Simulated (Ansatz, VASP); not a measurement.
## Pb in VASP and in Ansatz

```
Pb
1.0
    -2.06971    2.06971    2.06971
     2.06971   -2.06971    2.06971
     2.06971    2.06971   -2.06971
Pb
1
Direct
  0.00000 0.00000 0.00000
```

Alike in both runs: task single point; functional revPBE; k mesh 12 × 12 × 12; occupations fermi-dirac, width 0.1 eV; no spin polarisation.

|  | VASP | Ansatz |
| --- | --- | --- |
| version | VASP 6.6.1 | Ansatz 0.2.0 |
| potentials or method | VASP PAW PBE potentials, release 64 (Pb_d) | plane waves (420 eV) with PAW, scalar-relativistic |
| plane-wave cutoff (eV) | 520 | 420 |
| valence electrons in the cell | 14 | 14 |

```tsv
	VASP	Ansatz	Ansatz less VASP
pressure (GPa)	-2.2	-2.1	+0.06
```

The functional is the same, so the differences come from potentials, cutoffs and numerics.

Caveats: the PAW data sets were made with another functional, which shifts forces and pressure a little (VASP). Spin-orbit coupling is left out, which matters for the levels of Pb.
